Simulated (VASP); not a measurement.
Write the native input for VASP 6.6.1 that does the following.

| Property | Result |
| --- | --- |
| Task | single point |
| Functional | r2SCAN |
| Potentials or basis | VASP PAW PBE potentials, release 64 (As, B) |
| Cutoff | 520 eV |
| k mesh | 10 × 10 × 10 |
| Occupations | fermi-dirac, width 0.05 eV |
| Spin | no spin polarisation |
| Further INCAR settings | ALGO = Normal; EDIFF = 1e-06 |

The structure of BAs lies in POSCAR:

```
BAs
1.0
    0.0000000000      2.3885000000      2.3885000000
    2.3885000000      0.0000000000      2.3885000000
    2.3885000000      2.3885000000      0.0000000000
As B
1 1
Direct
    0.7500000000      0.7500000000      0.7500000000
    0.0000000000      0.0000000000      0.0000000000
```

These files were run (other wordings do the same):

INCAR

```
ALGO     = Normal         # electronic algorithm
EDIFF    = 1E-6           # SCF threshold, eV
ENCUT    = 520            # plane-wave cutoff, eV
ISIF     = 2              # what is computed and relaxed
ISMEAR   = -1             # smearing method
LASPH    = True           # aspherical terms in the spheres
LCHARG   = False          # write CHGCAR
LMIXTAU  = True         
LREAL    = False          # projectors in reciprocal space
LWAVE    = False          # write WAVECAR
METAGGA  = R2SCAN         # meta-GGA
NELM     = 100            # most SCF steps
PREC     = Accurate       # precision mode
SIGMA    = 0.05           # smearing width, eV
```

KPOINTS

```
k-points
0
Gamma
  10 10 10
```

Potentials or basis: VASP PAW PBE potentials, release 64 (As, B).

Launch:

```bash
$ cat potpaw_PBE.64/As/POTCAR potpaw_PBE.64/B/POTCAR > POTCAR
$ mpirun -np 1 vasp_std > vasp.out
```

Results of the run:

```json
{
  "Pressure": "0.9 GPa",
  "Band gap on the k mesh": "1.37 eV, indirect (least direct gap 3.45 eV)"
}
```

Caveat: the PAW data sets were made with another functional, which shifts forces and pressure a little.

Wall time 83 s on 1 thread of Intel(R) Xeon(R) Platinum 8559C (Emerald Rapids), with other jobs on the host, peak memory 0.16 GiB.
